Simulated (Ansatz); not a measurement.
## Structures of SnO: which is lowest?

Plane-wave DFT in Ansatz with scalar-relativistic PAW potentials, cutoff 420 eV, Γ-centred meshes chosen by cell and gap, Gaussian smearing with energies taken to zero width. Every cell was relaxed (cell and atoms) in a run of its own, within the symmetry of its start. Functional: LDA.

Relaxed structures (starts from databases or built by putting these elements on another compound's sites):
A. P4/nmm, 8 atoms in the computed cell, a = 3.767 Å, c = 4.656 Å; sites (symmetry × multiplicity) Sn 4mm × 2, O -4m2 × 2; start: database
B. Pmn2_1, 4 atoms in the computed cell, a = 3.292 Å, b = 5.676 Å, c = 3.710 Å; sites (symmetry × multiplicity) Sn m.. × 2, O m.. × 2; start: database

Q: Rank them by energy. Could pressure change the order?

A:
```tsv
structure	group	E − E(lowest) (meV/atom)	V (Å³/atom)	gap on mesh (eV)
A	P4/nmm	0.0	16.52	0.00
B	Pmn2_1	105	17.33	1.19
```

A is lowest, 105 meV/atom under B. The lowest is also the densest of these, so pressure wouldn't bring one of the others in at first order. Other structures may lie lower than all of these, and vibrations aren't counted.